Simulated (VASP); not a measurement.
# Al (Im-3m) in VASP: further runs

One crystal, Al, is run at these levels: PBEsol; tasks: single point.

Program: VASP 6.6.1. These are calculated values, not measurements. Logs are shortened: lines on timing, memory, paths and dates and some standing lists are left out, and cuts for length are marked.

## Step 1: Starting point

The structure is cubic, space group Im-3m (No. 229). Conventional cell: a = 3.182 Å, b = 3.182 Å, c = 3.182 Å, α = 90.00°, β = 90.00°, γ = 90.00°. Al (site symmetry m-3m) has 8 Al at 2.76 Å as nearest neighbours.

This isn't the form of Al at room conditions, which is fcc.

## Step 2: Single point, PBEsol

The input, INCAR:

```
ADDGRID = F
ALGO = Normal
EDIFF = 1E-7
ENCUT = 300
GGA = PS
ISIF = 2
ISMEAR = 1
LASPH = T
LCHARG = F
LREAL = F
LWAVE = F
NELM = 100
PREC = Accurate
SIGMA = 0.15
```

The input, KPOINTS:

```
k-points
0
Gamma
  8 8 8
```

The input, POSCAR:

```
Al
1.0
   -1.5912186900      1.5912186900      1.5912186900
    1.5912186900     -1.5912186900      1.5912186900
    1.5912186900      1.5912186900     -1.5912186900
Al
1
Direct
    0.0000000000      0.0000000000      0.0000000000
```

Potentials or basis: VASP PAW PBE potentials, release 64 (Al).

On the command line:

```console
$ cat potpaw_PBE.64/Al/POTCAR > POTCAR
$ mpirun -np 1 vasp_std > vasp.out
```

OUTCAR:

```text
EDIFF = 1E-7
   ENCUT = 300
   GGA = PS
   ISIF = 2
   ISMEAR = 1
   LASPH = T
   LREAL = F
   NELM = 100
   PREC = Accurate

 Found     29 irreducible k-points:

 Following reciprocal coordinates:
            Coordinates               Weight
  0.000000  0.000000  0.000000      1.000000
  0.125000  0.000000  0.000000     12.000000
  0.250000  0.000000  0.000000     12.000000
  0.375000  0.000000  0.000000     12.000000
  0.500000  0.000000  0.000000      6.000000
  0.125000  0.125000  0.000000     24.000000
   k-points           NKPTS =     29   k-points in BZ     NKDIM =     29   number of bands    NBANDS=      5
   number of dos      NEDOS =    301   number of ions     NIONS =      1
   total plane-waves  NPLWV =   4096
   dimension x,y,z NGX =    16 NGY =   16 NGZ =   16
   dimension x,y,z NGXF=    32 NGYF=   32 NGZF=   32
   ions per type =               1
   NGX,Y,Z   is equivalent  to a cutoff of   9.65,  9.65,  9.65 a.u.
   NGXF,Y,Z  is equivalent  to a cutoff of  19.30, 19.30, 19.30 a.u.
 SYSTEM =  unknown system
   PREC   = accura    normal or accurate (medium, high low for compatibility)
   ISTART =      0    job   : 0-new  1-cont  2-samecut
   ICHARG =      2    charge: 1-file 2-atom 10-const
   ISPIN  =      1    spin polarized calculation?
   LNONCOLLINEAR =      F non collinear calculations
   LSORBIT =      F    spin-orbit coupling
   LASPH  =      T    aspherical Exc in radial PAW
   ENCUT  =  300.0 eV  22.05 Ry    4.70 a.u.   3.89  3.89  3.89*2*pi/ulx,y,z
   NELM   =    100;   NELMIN=  2; NELMDL= -5     # of ELM steps
   EDIFF  = 0.1E-06   stopping-criterion for ELM
   LREAL  =      F    real-space projection
   EDIFFG = 0.1E-05   stopping-criterion for IOM
   NSW    =      0    number of steps for IOM
   IBRION =     -1    ionic relax: 0-MD 1-quasi-New 2-CG
   NFREE  =      0    steps in history (QN), initial steepest desc. (CG)
   ISIF   =      2    stress and relaxation
   ISYM   =      2    0-nonsym 1-usesym 2-fastsym
   POTIM  = 0.5000    time-step for ionic-motion
   TEBEG  =    0.0;   TEEND  =   0.0 temperature during run
   PSTRESS=    0.0 pullay stress
   NELECT =       3.0000    total number of electrons
   NUPDOWN=      -1.0000    fix difference up-down
   EMIN   =  10.00;   EMAX   =-10.00  energy-range for DOS
   EFERMI =   0.00;   METHOD = LEGACY
   ISMEAR =     1;   SIGMA  =   0.15  broadening in eV -4-tet -1-fermi 0-gaus
   EFERMI_NEDOS =   21; number of points for ismear=-14 and -15
   IALGO  =     38    algorithm
   IMIX   =      4    mixing-type and parameters
     AMIX     =   0.40;   BMIX     =  1.00
     AMIX_MAG =   1.60;   BMIX_MAG =  1.00
  volume/ion in A,a.u.               =      16.12       108.75
  Fermi-wavevector in a.u.,A,eV,Ry     =   0.934757  1.766435 11.888371  0.873771
  Thomas-Fermi vector in A             =   2.061595
   LORBIT       =      0    0 simple, 1 ext, 2 COOP (PROOUT), +10 PAW based schemes
   GGA     = PS    functional components
   LHFCALC =     F    Hartree Fock is set to
   AEXX    =    0.0000 exact exchange contribution
   IVDW    =     0    specifies the selected vdW correction
   LEPSILON=     F    determine dielectric tensor
   LRPA    =     F    only Hartree local field effects (RPA)
 non-spin polarized calculation
 Methfessel and Paxton  Order N= 1 SIGMA  =   0.15
  energy-cutoff  :      300.00
  volume of cell :       16.12
 maximum number of plane-waves:       202
   NGX =  7   NGY =  7   NGZ =  7

 number of electron       3.0000000 magnetization

 Free energy of the ion-electron system (eV)
  ---------------------------------------------------
  ext. energy  EPLUGINS =         0.00000000
  ---------------------------------------------------
  free energy    TOTEN  =        -3.94621954 eV

  energy without entropy =       -3.94258261  energy(sigma->0) =       -3.94500723

 E-fermi :   8.3482     XC(G=0): -10.3466

 val. band max:        8.3229609907   @ k =   0.2500   0.2500   0.1250
 cond. band min:       8.3656791379   @ k =  -0.3750   0.3750   0.1250
 fundamental gap:      0.0427181471
 Fermi energy:         8.3481882610

 k-point     1 :       0.0000    0.0000    0.0000
  band No.  band energies     occupation
      1      -3.0903      2.00000
      2      21.6171      0.00000
      3      21.6171      0.00000
      4      21.6171      0.00000
      5      23.2305      0.00000

 k-point     2 :       0.1250    0.0000    0.0000
  band No.  band energies     occupation
      1      -2.6340      2.00000
      2      17.7345      0.00000
      3      19.7369      0.00000
      4      20.1740      0.00000
      5      21.7236      0.00000

 k-point     3 :       0.2500    0.0000    0.0000
  band No.  band energies     occupation
      1      -1.2742      2.00000
      2      12.5632      0.00000
      3      17.9616      0.00000
      4      18.2334      0.00000
      5      19.8881      0.00000

 k-point     4 :       0.3750    0.0000    0.0000
  band No.  band energies     occupation
      1       0.9620      2.00000
      2       7.9494      2.00111
      3      16.8933      0.00000
      4      16.9670      0.00000
      5      18.7261      0.00000

 k-point     5 :       0.5000    0.0000    0.0000
  band No.  band energies     occupation
      1       3.7941      2.00000
      2       4.3179      2.00000
      3      16.5350      0.00000
      4      16.5379      0.00000
      5      18.3345      0.00000

 k-point     6 :       0.1250    0.1250    0.0000
  band No.  band energies     occupation
      1      -1.7260      2.00000
      2      15.1720      0.00000
      3      15.6122      0.00000
      4      18.5398      0.00000
      5      22.1608      0.00000

 [... further k-points ...]

------------------------ aborting loop because EDIFF is reached ----------------------------------------

  FORCE on cell =-STRESS in cart. coord.  units (eV):
  Direction    XX          YY          ZZ          XY          YZ          ZX
  --------------------------------------------------------------------------------------
  -------------------------------------------------------------------------------------
  Total        0.2644400      0.2644400      0.2644400     -0.0000000     -0.0000000     -0.0000000
  in kB       26.2898543     26.2898543     26.2898543     -0.0000000     -0.0000000     -0.0000000
  external PRESSURE =      26.2898543 kB  Pullay stress =       0.0000000 kB

 VOLUME and BASIS-vectors are now :
 -----------------------------------------------------------------------------
  energy-cutoff  :      300.00
  volume of cell :       16.12
      direct lattice vectors                 reciprocal lattice vectors
    -1.591218690  1.591218690  1.591218690     0.000000000  0.314224565  0.314224565
     1.591218690 -1.591218690  1.591218690     0.314224565  0.000000000  0.314224565
     1.591218690  1.591218690 -1.591218690     0.314224565  0.314224565  0.000000000

 POSITION                                       TOTAL-FORCE (eV/Angst)
 -----------------------------------------------------------------------------------
      0.00000      0.00000      0.00000         0.000000      0.000000      0.000000
 -----------------------------------------------------------------------------------
    total drift:                                0.000000      0.000000      0.000000

  FREE ENERGIE OF THE ION-ELECTRON SYSTEM (eV)
  ---------------------------------------------------
  free  energy   TOTEN  =        -3.9462195363 eV

  energy  without entropy=       -3.9425826112  energy(sigma->0) =       -3.94500723
```

Wall time 6.1 s (1 thread of Intel Xeon Platinum 8375C at 2.90GHz (Ice Lake), shared host); peak memory 0.1 GiB.

These settings aren't checked as converged: the numbers below hold their error.

Results:

* Free energy: -3.9462 eV
* Pressure: 2.6 GPa
* Band gap on the k mesh: none (metal or under the smearing width)

Caveat: the PAW data sets were made with another functional, which shifts forces and pressure a little.

## Step 3: Single point, PBEsol

INCAR is that of step 2.

KPOINTS is that of step 2.

The input, POSCAR:

```
Al
1.0
   -1.5505220000      1.6151010000      1.5901740000
    1.5972310000     -1.6159030000      1.6376860000
    1.5218560000      1.5872370000     -1.5909760000
Al
1
Direct
   -0.0427450000     -0.0166940000     -0.0578530000
```

Potentials or basis: VASP PAW PBE potentials, release 64 (Al).

On the command line:

```console
$ cat potpaw_PBE.64/Al/POTCAR > POTCAR
$ mpirun -np 1 vasp_std > vasp.out
```

Wall time 9.8 s (1 thread of Intel Xeon Platinum 8375C at 2.90GHz (Ice Lake), shared host); peak memory 0.11 GiB.

The run converged, but some of its settings lie outside the range that counts as converged, so its numbers aren't taken as properties of the crystal.

Results:

```yaml
Free_energy: -3.9526 eV
Pressure: 2.2 GPa
Band_gap_on_the_k_mesh: none (metal or under the smearing width)
```

Caveat: the PAW data sets were made with another functional, which shifts forces and pressure a little.

## Step 4: Single point, PBEsol

INCAR: that of step 3 with these lines changed.

```diff
@@ -3,3 +3,3 @@
 EDIFF = 1E-7
-ENCUT = 300
+ENCUT = 400
 GGA = PS
```

The input, KPOINTS:

```
k-points
0
Gamma
  7 7 7
```

The input, POSCAR:

```
Al
1.0
   -1.5912186900      1.5912186900      1.5912186900
    1.5912186900     -1.5912186900      1.5912186900
    1.5912186900      1.5912186900     -1.5912186900
Al
1
Direct
    0.0000000000      0.0000000000      0.0000000000
```

On the command line:

```console
$ cat potpaw_PBE.64/Al/POTCAR > POTCAR
$ mpirun -np 1 vasp_std > vasp.out
```

It took 6.1 s on 1 thread of Intel Xeon Platinum 8375C at 2.90GHz (Ice Lake), shared host; peak memory 0.11 GiB.

These settings aren't checked as converged: the numbers below hold their error.

What came out:

```
Free energy            : -3.9661 eV
Pressure               : 1.9 GPa
Band gap on the k mesh : none (metal or under the smearing width)
```

Caveat: the k mesh is coarse (spacing up to 0.40 Å⁻¹), so the values aren't converged; the PAW data sets were made with another functional, which shifts forces and pressure a little.

## Step 5: Single point, PBEsol

INCAR is that of step 4.

KPOINTS is that of step 4.

The input, POSCAR:

```
Al
1.0
   -1.5505220000      1.6151010000      1.5901740000
    1.5972310000     -1.6159030000      1.6376860000
    1.5218560000      1.5872370000     -1.5909760000
Al
1
Direct
   -0.0427450000     -0.0166940000     -0.0578530000
```

On the command line:

```console
$ cat potpaw_PBE.64/Al/POTCAR > POTCAR
$ mpirun -np 1 vasp_std > vasp.out
```

It used 6.4 s of CPU time on 1 thread of Intel(R) Xeon(R) Platinum 8375C CPU @ 2.90GHz (Ice Lake), on a shared host, which was overloaded at the time.

These settings aren't checked as converged: the numbers below hold their error.

What came out:

```yaml
Free_energy: -3.9771 eV
Pressure: 1.6 GPa
Band_gap_on_the_k_mesh: none (metal or under the smearing width)
```

Caveat: the k mesh is coarse (spacing up to 0.41 Å⁻¹), so the values aren't converged; the PAW data sets were made with another functional, which shifts forces and pressure a little.
